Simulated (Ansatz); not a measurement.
Molecular dynamics on a 2×2×2 supercell (16 atoms) of SrTe (rocksalt), relaxed with r2SCAN. Forces come from PBE in Ansatz 0.2.0: constant energy and volume (NVE), velocities drawn at 600 K, steps of 3 fs. Classical nuclei, no spin polarisation; a few dozen steps show the first response, not equilibrium.

```yaml
crystal:
  lattice:
    - [0.0, 6.7055164041, 6.7055164041]
    - [6.7055164041, 0.0, 6.7055164041]
    - [6.7055164041, 6.7055164041, 0.0]
  atoms:
    - { symbol: Sr, position: [0.0, 0.0, 0.0] }
    - { symbol: Te, position: [0.25, 0.25, 0.25] }
    - { symbol: Sr, position: [0.0, 0.0, 0.5] }
    - { symbol: Te, position: [0.25, 0.25, 0.75] }
    - { symbol: Sr, position: [0.0, 0.5, 0.0] }
    - { symbol: Te, position: [0.25, 0.75, 0.25] }
    - { symbol: Sr, position: [0.0, 0.5, 0.5] }
    - { symbol: Te, position: [0.25, 0.75, 0.75] }
    - { symbol: Sr, position: [0.5, 0.0, 0.0] }
    - { symbol: Te, position: [0.75, 0.25, 0.25] }
    - { symbol: Sr, position: [0.5, 0.0, 0.5] }
    - { symbol: Te, position: [0.75, 0.25, 0.75] }
    - { symbol: Sr, position: [0.5, 0.5, 0.0] }
    - { symbol: Te, position: [0.75, 0.75, 0.25] }
    - { symbol: Sr, position: [0.5, 0.5, 0.5] }
    - { symbol: Te, position: [0.75, 0.75, 0.75] }
kpoints:
  mp_grid: { grid: [2, 2, 2] }
hamiltonian:
  xc: pbe
scf:
  occupations: { method: fermi_dirac, width: 0.052 }
md:
  ensemble: nve
  temperature: 600
  timestep: 3.0
  n_steps: 20
  initial_velocities: maxwell_boltzmann
  seed: 4554
```

Command: `ansatz run input.yaml --threads 4 --pin off --max-ram 3686MiB --backend cpu --events-out ev --progress --plain --runs-dir out`.

Q: What wall time did it need on 4 threads of Arm Neoverse V2, with other jobs on the host, and what peak of host memory did it reach?

A: About 2.2 min, with a peak of 2.2 GiB.

```csv
step,t (fs),T (K),free energy F from step 0 (meV/atom),kinetic energy (meV/atom),largest force (eV/Å)
0,0,600,0.0,72.7,0.00
1,3,598,0.2,72.5,0.07
2,6,593,0.9,71.8,0.15
3,9,584,2.0,70.7,0.22
4,12,571,3.5,69.2,0.30
5,15,555,5.4,67.3,0.37
6,18,536,7.7,65.0,0.45
7,21,514,10.4,62.3,0.52
8,24,490,13.4,59.3,0.59
9,27,463,16.6,56.1,0.67
10,30,434,20.1,52.6,0.74
11,33,404,23.8,48.9,0.81
12,36,373,27.6,45.2,0.87
13,39,341,31.4,41.3,0.94
14,42,309,35.3,37.5,0.99
15,45,278,39.0,33.7,1.05
16,48,248,42.7,30.1,1.10
17,51,220,46.1,26.6,1.14
18,54,193,49.3,23.4,1.17
19,57,169,52.2,20.5,1.20
20,60,148,54.8,18.0,1.22
```

The temperature goes from 600 K to 148 K in 60 fs. The atoms start on their lattice sites with kinetic energy alone, so much of it first passes into potential energy. The conserved energy stays within 0.05 meV an atom. By the last step the atoms have moved 0.18 Å in the root mean square, the drift of the whole cell taken out, 0.27 Å at most.

Positions (Å) and forces (eV/Å) at step 20:
```
Sr   0.060   0.191  -0.013     0.021  -0.734   0.061
Te   3.391   3.258   3.282    -0.262   0.770  -0.020
Sr   3.442   3.307  -0.157     0.114   0.091   0.537
Te   6.730   6.571   3.366    -0.428   0.511  -0.025
Sr   3.243   0.140   3.465     0.119  -0.510  -0.424
Te   6.810   3.352   6.689    -0.144   0.239   0.358
Sr   6.695   3.327   3.462    -0.179   0.161  -0.477
Te   9.966   6.726   6.589     0.243  -0.390   0.710
Sr  -0.070   3.334   3.435     0.280   0.094  -0.192
Te   3.489   6.641   6.925    -0.847   0.059  -0.674
Sr   3.361   6.914   3.271    -0.083  -1.205   0.147
Te   6.861  10.116   6.682    -0.429   0.012   0.080
Sr   3.392   3.198   6.633     0.034   0.582  -0.026
Te   6.536   6.834  10.037     0.502  -0.560   0.309
Sr   6.553   6.684   6.810     0.703   0.150  -0.299
Te   9.960   9.958  10.015     0.356   0.730  -0.066
```
